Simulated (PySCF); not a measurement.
Isomers of C4H6, one GFN2-xTB conformer each. Single-point energies are computed at PBE0/pcSseg-1 (PySCF, gas phase, no added dispersion term), electronic only.

```tsv
SMILES	GFN2-xTB relative energy (kJ/mol)
C=C=CC	37.7
C#CCC	29.7
C1[C@H]2C[C@@H]12	53.5
CC1=CC1	92.7
CC#CC	0.0
```

What does PBE0/pcSseg-1 give for the same structures?

```csv
SMILES,PBE0/pcSseg-1 E (Eh),PBE0/pcSseg-1 (kJ/mol),GFN2-xTB (kJ/mol),point group
CC#CC,-155.75965,0.0,0.0,near D3h
C=C=CC,-155.75541,11.1,37.7,Cs
C#CCC,-155.74890,28.2,29.7,Cs
C1[C@H]2C[C@@H]12,-155.73996,51.7,53.5,C2v
CC1=CC1,-155.73030,77.1,92.7,Cs
```

Both levels put the same isomer lowest; measured from each level's own lowest isomer, the values differ by up to 26.6 kJ/mol (C=C=CC: 37.7 against 11.1). As drawn, the lowest has a C≡C bond, which the highest lacks; the highest has a three-membered ring and a C=C bond outside aromatic rings, which the lowest lacks.

Which frontier levels, dipoles and rotational constants go with these structures?

```json
{"SMILES": "CC#CC", "HOMO (eV, PBE0/pcSseg-1)": "-7.13", "LUMO (eV)": "1.80", "dipole (D)": "0.00", "A, B, C (MHz)": "79730, 3419, 3419"}
{"SMILES": "C=C=CC", "HOMO (eV, PBE0/pcSseg-1)": "-7.24", "LUMO (eV)": "0.46", "dipole (D)": "0.44", "A, B, C (MHz)": "34584, 4266, 3993"}
{"SMILES": "C#CCC", "HOMO (eV, PBE0/pcSseg-1)": "-7.71", "LUMO (eV)": "1.16", "dipole (D)": "0.79", "A, B, C (MHz)": "27049, 4663, 4185"}
{"SMILES": "C1[C@H]2C[C@@H]12", "HOMO (eV, PBE0/pcSseg-1)": "-7.16", "LUMO (eV)": "1.92", "dipole (D)": "0.70", "A, B, C (MHz)": "17091, 9519, 8587"}
{"SMILES": "CC1=CC1", "HOMO (eV, PBE0/pcSseg-1)": "-6.82", "LUMO (eV)": "0.55", "dipole (D)": "0.91", "A, B, C (MHz)": "20834, 6425, 5238"}
```
